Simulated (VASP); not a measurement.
A run of VASP 6.6.1 is set up as follows.

File INCAR:

```
PREC = Accurate
ENCUT = 520
EDIFF = 1E-6
ISMEAR = 0
SIGMA = 0.1
LREAL = F
LASPH = T
NELM = 80
ALGO = Normal
ISIF = 2
LWAVE = F
LCHARG = F
GGA = RP
```

File KPOINTS:

```
Automatic mesh
0
Gamma
  7 7 7
```

File POSCAR:

```
BaTe
1.0
    0.0000000000      3.4100000000      3.4100000000
    3.4100000000      0.0000000000      3.4100000000
    3.4100000000      3.4100000000      0.0000000000
Ba Te
1 1
Cartesian
    0.0000000000      0.0000000000      0.0000000000
    3.4100000000      3.4100000000      3.4100000000
```

Potentials or basis: VASP PAW PBE potentials, release 64 (Ba_sv, Te).

Run with:

```sh
$ cat potpaw_PBE.64/Ba_sv/POTCAR potpaw_PBE.64/Te/POTCAR > POTCAR
$ mpirun -np 1 vasp_std > vasp.out
```

Question: What does it give for the pressure?

Answer: 5.6 GPa.

Question: Predict the band gap on the k mesh.

Answer: 1.49 eV, indirect (least direct gap 1.87 eV).

Caveat: the PAW data sets were made with another functional, which shifts forces and pressure a little; spin-orbit coupling is left out, which moves the levels of the heavy elements; an odd mesh through Γ misses points on the zone boundary, where band edges often lie.
